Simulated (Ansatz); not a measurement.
Input:

CsPbI₃ (cubic perovskite)

```
CsPbI3
1.0
    6.33267     0.00000     0.00000
    0.00000     6.33267     0.00000
    0.00000     0.00000     6.33267
Cs Pb I
1 1 3
Direct
  0.00000   0.00000   0.00000
  0.50000   0.50000   0.50000
  0.00000   0.50000   0.50000
  0.50000   0.50000   0.00000
  0.50000   0.00000   0.50000
```

In this cell atom 4 (I, nearest neighbour Pb at 3.166 Å; its periodic images, 6.3 Å or more away, move with it) is moved by s along Cartesian [111], unit vector (0.577, 0.577, 0.577); all other atoms and the cell stay fixed.

Computed with r2SCAN (plane waves to 500 eV, PAW, scalar-relativistic; Ansatz, a first-principles code). k mesh 4×4×4 (Γ-centred), Fermi-Dirac smearing 0.05 eV. Energies are smeared free energies. On this mesh the relaxed cell isn't quite at rest: it carries a pressure of 0.1 GPa (compression positive) at the zero of the scan. CsPbI3 was relaxed with its symmetry unable to fall. Spin-orbit coupling is left out, though I and Pb are heavy. This is a high-temperature form of CsPbI3. The zero of ΔE is the undisplaced structure.

The scan covers s from -0.320 to 0.320 Å in 11 points.

**Question.** Is this a single well or a double well?

**Answer.** A single well with its minimum at or next to zero displacement.

**Question.** Is the energy the same for equal positive and negative displacements?

**Answer.** Even: the same for both signs. With its periodic images moving along, the atom's site symmetry in this cell is 4/mmm.

**Question.** What force acts on the atom along the line at s = -0.320 Å?

**Answer.** 0.285 eV/Å.

**Question.** What is the force constant k = d²E/ds² of this move at s = 0?

**Answer.** 0.67 eV/Å².

(For displaced atoms, the force is minus the slope of the energy, and its curvature is a force constant, which sets phonon frequencies.)
